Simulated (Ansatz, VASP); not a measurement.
## Ag in VASP and in Ansatz

```
CELL_PARAMETERS angstrom
0.00000 2.05218 2.05218
2.05218 0.00000 2.05218
2.05218 2.05218 0.00000
ATOMIC_POSITIONS crystal
Ag 0.00000 0.00000 0.00000
```

Alike in both runs: task single point; functional LDA; k mesh 8 × 8 × 8; occupations gaussian, width 0.1 eV; no spin polarisation.

|  | VASP | Ansatz |
| --- | --- | --- |
| version | VASP 6.6.1 | Ansatz 0.2.0 |
| potentials or method | VASP PAW LDA potentials, release 64 (Ag) | scalar-relativistic, plane waves, PAW |
| plane-wave cutoff (eV) | 520 | 420 |
| valence electrons in the cell | 11 | 19 |

Ansatz gave:

```
gap on the k mesh at the Fermi level (eV) : none
pressure (GPa)                            : -8.0
```

Question: Estimate VASP's values.

Answer: gap on the k mesh at the Fermi level (eV): none; pressure (GPa): -7.9.

A gap of «none» marks a metal or a gap that the smearing closes. The two sets of potentials don't hold the same shells in valence.
